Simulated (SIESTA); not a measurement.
The system is HfN.

```
Hf N
1.0
     0.00000    2.25600    2.25600
     2.25600    0.00000    2.25600
     2.25600    2.25600    0.00000
Hf N
1 1
Direct
  0.00000 0.00000 0.00000
  0.50000 0.50000 0.50000
```

Base run:

| Quantity | Value |
| --- | --- |
| Program | SIESTA 5.4.2 |
| Functional | vdW-DF-cx |
| Potentials or basis | PseudoDojo 0.4 standard (PBE files) |
| Basis | DZP (energy shift 0.003 Ry; two zetas on semicore shells) |
| Grid cutoff | 800 Ry |
| Energy shift | 0.003 Ry |
| k mesh | 10 × 10 × 10 |
| Occupations | fermi-dirac, width 0.05 eV |
| Spin | no spin polarisation |

Its results: band gap on the k mesh none (metal or under the smearing width); pressure 3.9 GPa.

Task: After a change of settings the same cell gave: band gap on the k mesh none (metal or under the smearing width); pressure 18.6 GPa. Which change was it?
A. functional from vdW-DF-cx to BLYP
B. functional from vdW-DF-cx to AM05; potentials or basis from PseudoDojo 0.4 standard (PBE files) to PseudoDojo 0.4 standard (PBEsol files)
C. functional from vdW-DF-cx to LDA; potentials or basis from PseudoDojo 0.4 standard (PBE files) to PseudoDojo 0.4 standard (LDA files)

Result: A.

Caveats: short orbitals over semicore shells can move pressures by several GPa; the potentials were made for another functional, which shifts forces and pressure; spin-orbit coupling is left out, which moves the levels of the heavy elements; the basis of atomic orbitals isn't converged, which shifts pressures, moduli and gaps.

Runs at the PBE level aren't shown here.
